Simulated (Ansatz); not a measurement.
Sb:

```
Sb
1.0
     3.12240    0.00000    0.00000
     0.00000    4.34752    0.00000
    -0.03891    0.00000    4.40585
Sb
2
Cartesian
  0.0262 1.0869 1.0625
  3.0573 3.2606 3.3433
```

This isn't the form of Sb at room conditions, which is rhombohedral.

```yaml
Program: Ansatz 0.2.0
Task: single point
Functional: PBEsol
Potentials_or_basis: all-electron LAPW, scalar-relativistic
Cutoff: 205 eV (chosen from the basis error)
Basis_error_allowed: 0.001 eV/atom
k_mesh: 9 × 6 × 6
Occupations: fermi-dirac, width 0.05 eV
Spin: no spin polarisation
```

On this cell: pressure -2.2 GPa; largest force 0.046 eV/Å; band gap on the k mesh none (metal or under the smearing width).

The same run follows on a disturbed copy (atoms moved at random, drawn with an rms of 0.05 Å):

```xyz
2
Lattice="3.1224 0.0000 0.0000 0.0000 4.3475 0.0000 -0.0389 0.0000 4.4059" Properties=species:S:1:pos:R:3 pbc="T T T"
Sb    0.0286    1.1368    1.0689
Sb    3.0974    3.2454    3.3720
```

What does the disturbed cell give?

The energy (extrapolated to zero smearing) moves by +1.6 meV/atom; pressure -2.0 GPa; largest force 0.097 eV/Å; band gap on the k mesh none (metal or under the smearing width).

Forces on the atoms (eV/Å):
```
Sb  -0.013 -0.080  0.053
Sb   0.013  0.080 -0.053
```

Stress tensor (GPa, compression positive):
```
-1.50  0.01  0.09
 0.01 -2.35 -0.42
 0.09 -0.42 -2.12
```
